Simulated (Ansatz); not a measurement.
The slice is one period of a (-1 0 1 2) plane through atoms; its size isn't given.

Method: PBE (plane waves to 420 eV, PAW, scalar-relativistic; Ansatz, an electronic-structure program). These are valence fields of a PAW run, semicore shells included where kept as valence: close to a nucleus they are smooth pseudo fields.

```
|    ..------------::::..    ....::::::----::..  |
|....::====++++++====--::......::::--======--::..|
|::::--==++**####**++==::....::--==++++++++====--|
|::--==++**%%@@@@%%**==--::::::==++**####**++==--|
|----==++##@@@@@@@@##++--::::--++**%%@@@@%%**++--|
|::::==++##@@@@@@@@##++==::::==++##@@@@@@@@##++==|
|::::--++**%%@@@@%%**++------==++##@@@@@@@@##++--|
|::::::==++**####**++==--::--==++**%%@@@@%%**==--|
|....::--==++++++++====--::::--==++**####**++==::|
|......::::--======--::......::====++++++====--::|
|    ....::::::----::..      ..------------::::..|
|    ....::::::--::::..      ..::::--::::::....  |
|  ..::::------------..      ..::----::::::....  |
|..::--====++++++====::......::--======--::::....|
|..::==++**####**++==--::::--====++++++++==--::..|
|::--==**%%@@@@%%**++==--::--==++**####**++==::::|
|::--++##@@@@@@@@##++==------++**%%@@@@%%**++--::|
|::==++##@@@@@@@@##++==::::==++##@@@@@@@@##++==::|
|----++**%%@@@@%%**++--::::--++##@@@@@@@@##++==--|
|::--==++**####**++==::::::--==**%%@@@@%%**++==--|
|::--====++++++++==--::....::==++**####**++==--::|
|....::--======--::::......::--====++++++====::..|
|    ..::----::::::....    ..::::------------..  |
|    ..::::--::::::....      ....::::::--::::..  |
```
Scale: ten equal steps from -1.38 (start of ' ') to 0.86 (end of '@'), in the order ' .:-=+*#%@'. Values: log₁₀ of the valence density in e/Å³. The map has 24 points along u (two characters each, u = 0 at the left) and 24 along v (v = 0 in the bottom row). The scale is logarithmic, as a density can span decades between atoms and voids.

```
|xxxx  ::==++++====--..            ....::::..  xx|
|    ::##%%%%%%%%%%##==..      ..--==++****++::  |
|  ..++%%@@@@@@@@@@@@##--    ..==##%%@@@@@@%%##::|
|..::**@@@@@@xxxx@@@@%%==..  --##@@@@@@@@@@@@%%==|
|..::**@@@@xxxxxxxx@@%%==....==%%@@@@xxxx@@@@%%++|
|....++@@@@xxxxxxxx@@%%++....++@@@@xxxxxxxx@@%%++|
|....==%%@@@@xxxx@@@@%%++..::**@@@@xxxxxxxx@@%%==|
|..  --##@@@@@@@@@@@@%%==..::**@@@@@@xxxx@@@@%%==|
|    ..==##%%@@@@@@%%##::  ..++%%@@@@@@@@@@@@##--|
|      ..--==++****++::      ::##%%%%%%%%%%##==..|
|          ....::::..  xxxxxx  ::==++++====--..  |
|        ..........    xxxxxx    ..........      |
|    ..--====++++==::  xxxxxx  ..::::....        |
|  ..==##%%%%%%%%%%##::      ::++****++==--..    |
|  --##@@@@@@@@@@@@%%++..  ::##%%@@@@@@%%##==..  |
|..==%%@@@@xxxx@@@@@@**::..==%%@@@@@@@@@@@@##--  |
|..==%%@@xxxxxxxx@@@@**::..++%%@@@@xxxx@@@@%%==..|
|..++%%@@xxxxxxxx@@@@++....++%%@@xxxxxxxx@@@@++..|
|..++%%@@@@xxxx@@@@%%==....==%%@@xxxxxxxx@@@@**::|
|..==%%@@@@@@@@@@@@##--  ..==%%@@@@xxxx@@@@@@**::|
|  ::##%%@@@@@@%%##==..    --##@@@@@@@@@@@@%%++..|
|    ::++****++==--..      ..==##%%%%%%%%%%##::  |
|xxxx  ..::::....            ..--====++++==::  xx|
|xxxx    ..........              ..........    xx|
```
Scale: ten equal steps from 0.01 (start of ' ') to 0.84 (end of '@'), in the order ' .:-=+*#%@'. Values: electron localisation function (ELF). The map has 24 points along u (two characters each, u = 0 at the left) and 24 along v (v = 0 in the bottom row). Points within 0.4 Å of a nucleus are blanked (x), as the pseudised field means little there.

Question: Which relaxed crystal do these maps come from?
A. Al₂O₃ (corundum)
B. LaAlO₃ (R-3c-perovskite type, space group R-3c)
C. Ga₂O₃ (corundum)

Answer: B, LaAlO₃ (R-3c-perovskite type, space group R-3c). Atoms on the slice: Al at (0.00, 0.00); Al at (0.50, 0.50); O at (0.77, 0.73), 0.1 Å off the plane; O at (0.73, 0.23), 0.1 Å off the plane; O at (0.23, 0.27), 0.1 Å off the plane; O at (0.27, 0.77), 0.1 Å off the plane

All were relaxed with their symmetry unable to fall. LaAlO3 is run without spin polarisation. The PAW data are Ansatz's earlier set.
